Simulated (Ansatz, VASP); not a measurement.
# One calculation of ZrC, two programs

```
CELL_PARAMETERS angstrom
0.00000 2.42072 2.31496
2.42072 0.00000 2.31496
2.42072 2.42072 0.00000
ATOMIC_POSITIONS crystal
Zr 0.50000 0.50000 0.50000
C 0.00000 0.00000 0.00000
```

Change from the starting cell: strain +0.030 along x and y, -0.015 along z, atoms carried along.

Alike in both runs: task single point; functional PBEsol; k mesh 18 × 18 × 18; occupations gaussian, width 0.15 eV; no spin polarisation.

|  | VASP | Ansatz |
| --- | --- | --- |
| version | VASP 6.6.1 | Ansatz 0.2.0 |
| potentials or method | VASP PAW PBE potentials, release 64 (Zr_sv, C) | scalar-relativistic, plane waves, PAW |
| plane-wave cutoff (eV) | 520 | 420 |
| valence electrons in the cell | 16 | 16 |

Ansatz gave:

```
gap on the k mesh at the Fermi level (eV)       : none
pressure (GPa)                                  : -12.5
largest component of the traceless stress (GPa) : 9.27
```

Q: Estimate VASP's values.

A: gap on the k mesh at the Fermi level (eV): none; pressure (GPa): -12.2; largest component of the traceless stress (GPa): 9.35.

A gap of «none» marks a metal or a gap that the smearing closes.

Caveats: the PAW data sets were made with another functional, which shifts forces and pressure a little (VASP).
